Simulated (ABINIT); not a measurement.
**BaTiO3 in ABINIT: the effect of potentials**

Crystal: BaTiO3.

```xyz
5
Lattice="2.8274 1.6324 2.3184 -2.8274 1.6324 2.3184 0.0000 -3.2648 2.3184" Properties=species:S:1:pos:R:3 pbc="T T T"
Ba    0.0000    0.0000    0.0000
Ti    0.0000    0.0000    3.3698
O     1.3885   -0.8017    2.3988
O    -1.3885   -0.8017    2.3988
O     0.0000    1.6033    2.3988
```

Alike in all runs:

* Program: ABINIT 10.8.3 (patched build)
* Task: single point
* Functional: PBE
* k mesh: 7 × 7 × 7
* Occupations: fermi-dirac, width 0.05 eV
* Spin: no spin polarisation

```tsv
potentials	cutoff	gap on the mesh (eV)	pressure (GPa)	largest force (eV/Å)
PseudoDojo NC SR PBE v0.4.1 standard	1143 eV	2.49	5.3	0.14
PseudoDojo NC SR PBE v0.4 stringent	1252 eV	2.51	4.7	0.15
PseudoDojo NC SR PBE v0.5 standard	1143 eV	?	?	?
PseudoDojo NC SR PBE v0.5 stringent	1252 eV	2.51	4.7	0.15
SG15 NC PBE v1.2	1143 eV	2.53	5.0	0.21
Ansatz NC PBE	1252 eV	2.49	4.9	0.15
SPMS NC PBE v1.0	1088 eV	2.52	4.7	0.17
JTH PAW PBE v2.0	626 eV	2.46	6.3	0.19
```

What does the run with potentials PseudoDojo NC SR PBE v0.5 standard give?

gap on the mesh 2.51 eV; pressure 4.6 GPa; largest force 0.14 eV/Å.

Caveats: spin-orbit coupling is left out, which moves the levels of the heavy elements; an odd mesh through Γ misses points on the zone boundary, where band edges often lie; this set's barium file shifts pressures by 1 GPa against other sets (some runs); this release of the barium file is off (some runs); this set's barium file shifts pressures by 1.5 GPa and gaps by 0.1 eV against other sets (some runs); the atomic spheres overlap (some runs).
